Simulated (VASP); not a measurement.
Runs of VASP 6.6.1 on Li. The structure is trigonal, space group R-3m (No. 166). Conventional cell: a = 3.574 Å, b = 3.574 Å, c = 12.836 Å, α = 90.00°, β = 90.00°, γ = 120.00°. Around Li (site symmetry 3m) lie 1 Li at 1.48 Å. The cell was built by a generator and needn't be a form met in nature.

```csv
task,cell,k mesh,cutoff (eV),mesh quality,gap on the mesh (eV),pressure (GPa),relaxed volume (Å³/atom),largest force (eV/Å)
relaxation of cell and atoms,relaxed,6 × 6 × 6,600,not flagged,none,0.0,20.18,0.02
single point,"R-3m, 20.45 Å³/atom",6 × 6 × 6,520,coarse,none,-,-,0.01
single point,"C2/m, 23.66 Å³/atom",6 × 6 × 4,520,coarse,none,-,-,7.52
single point,"R-3m, 20.34 Å³/atom",21 × 21 × 21,520,not flagged,none,-,-,-
single point,"C2/m, 19.96 Å³/atom",6 × 6 × 4,520,coarse,none,-,-,-
single point,"R-3m, 23.66 Å³/atom",6 × 6 × 6,520,not flagged,none,-,-,4.30
relaxation of cell and atoms,relaxed,6 × 6 × 4,600,coarse,none,0.0,(a),0.01
```

Alike in all rows: level PBE; potentials or basis VASP PAW PBE potentials, release 64 (Li_sv); no spin polarisation; smearing gaussian 0.1 eV.

Problem. Estimate the missing entries.

Solution. (a) 19.49.

Caveats: some runs use coarse meshes; the cutoff is under 1.25 times the usual one of these potentials, so pressure, stress and relaxed cells hold a basis-set (Pulay) error; forces of over 1 eV/Å show positions far from the minimum, so gaps and moduli don't describe the material at rest (some runs); the volume moved by over 15 % at a fixed basis, so the end points are rough (some runs).

A gap of «none» marks a metal or a gap under the smearing width.
